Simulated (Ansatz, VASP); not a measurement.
# LiH in VASP and in Ansatz

File INCAR:

```
SYSTEM = LiH
ALGO = Normal ; EDIFF = 1E-6
ENCUT = 520 ; GGA = PS
ISIF = 2 ; ISMEAR = 0
LASPH = .True. ; LCHARG = .False.
LREAL = .False. ; LWAVE = .False.
NBANDS = 12 ; NELM = 60
PREC = Accurate ; SIGMA = 0.02
```

Contents of KPOINTS:

```
k-points
0
Gamma
  8 8 6
  0 0 0
```

The input POSCAR:

```
LiH
1.0
    1.9899771082      1.9899771082      0.0000000000
   -1.9899771082      1.9899771082      0.0000000000
    0.0000000000      0.0000000000      4.0197537585
Li H
2 2
Direct
    0.0000000000      0.0000000000      0.0000000000
    0.5000000000      0.5000000000      0.5000000000
    0.5000000000      0.5000000000      0.0000000000
    0.0000000000      0.0000000000      0.5000000000
```

Input for Ansatz:

```yaml
crystal:
  lattice:
    - [1.9899771082, 1.9899771082, 0.0]
    - [-1.9899771082, 1.9899771082, 0.0]
    - [0.0, 0.0, 4.0197537585]
  atoms:
    - { symbol: Li, position: [0.0, 0.0, 0.0] }
    - { symbol: Li, position: [0.5, 0.5, 0.5] }
    - { symbol: H, position: [0.5, 0.5, 0.0] }
    - { symbol: H, position: [0.0, 0.0, 0.5] }
basis:
  ecutwfc: 420
kpoints:
  mp_grid: { grid: [8, 8, 6] }
hamiltonian:
  xc: pbesol
scf:
  occupations: { method: gaussian, width: 0.02 }
output:
  forces: true
  stress: true
  eigenvalues: true
```

Change from the starting cell: strain along c alone, the other axes held, atoms relaxed: +1.0 %.

Alike in both runs: task single point; functional PBEsol; k mesh 8 × 8 × 6; occupations gaussian, width 0.02 eV; no spin polarisation.

|  | VASP | Ansatz |
| --- | --- | --- |
| version | VASP 6.6.1 | Ansatz 0.2.0 |
| potentials or method | VASP PAW PBE potentials, release 64 (Li_sv, H) | scalar-relativistic, plane waves, PAW |
| plane-wave cutoff (eV) | 520 | 420 |
| valence electrons in the cell | 8 | 8 |

```csv
,VASP,Ansatz,Ansatz less VASP
gap on the k mesh at the Fermi level (eV),2.62,2.62,0.000
least direct gap on the mesh (eV),2.70,2.70,0.000
```

With one functional, cell and mesh, what is left measures potentials, basis and numerics.

 A k mesh can miss the band edges.
